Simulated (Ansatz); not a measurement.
Relax this structure to zero stress and force, keeping its symmetry:

```cif
data_structure
_symmetry_space_group_name_H-M 'P6_3/mmc'
_symmetry_Int_Tables_number 194
_cell_length_a 3.3743
_cell_length_b 3.3743
_cell_length_c 11.7174
_cell_angle_alpha 90.000
_cell_angle_beta 90.000
_cell_angle_gamma 120.000
_cell_volume 115.54
loop_
_atom_site_label
_atom_site_type_symbol
_atom_site_symmetry_multiplicity
_atom_site_Wyckoff_symbol
_atom_site_fract_x
_atom_site_fract_y
_atom_site_fract_z
_atom_site_occupancy
Hf1 Hf 4 f 0.66667 0.33333 0.89981 1
S1 S 2 b 0.00000 0.00000 0.75000 1
```

These are results of DFT PBEsol, scalar-relativistic, plane waves, PAW in Ansatz 0.2.0, not measurements.

Cutoff 420 eV; k points 12×12×4 on the computed 6-atom cell (Γ-centred); Gaussian smearing, width 0.10 eV; no spin polarisation.

Q: What does it relax to?

A: The volume goes down by 0.40 Å³/atom to 18.85 Å³/atom, and the energy falls by 4.6 meV/atom. Final structure:
Space group P6_3/mmc (No. 194). a = 3.347 Å, b = 3.347 Å, c = 11.664 Å, α = 90.00°, β = 90.00°, γ = 120.00°
```csv
atom,site,symmetry,x,y,z
Hf,4f,3m.,0.6667,0.3333,0.8986
S,2b,-6m2,0.0000,0.0000,0.7500
```

Course of the relaxation (steps run on the plane waves of an earlier cell, and the basis is chosen afresh near the end, so energy and pressure can step there; trial steps that raised the energy were taken back; energies are free energies):

```csv
step,E − E_final (meV/atom),largest force component (eV/Å),P (GPa),V (Å³/atom)
1,4.6,0.195,-2.84,19.26
2,20.9,0.242,6.58,18.01
3,0.6,0.109,-0.54,18.91
4,0.0,0.059,-0.07,18.87
5,-0.1,0.005,0.01,18.85
6,-0.1,0.000,0.00,18.85
7,0.0,0.000,0.00,18.85
```

Spin–orbit coupling is left out, which can shift energies with elements as heavy as these.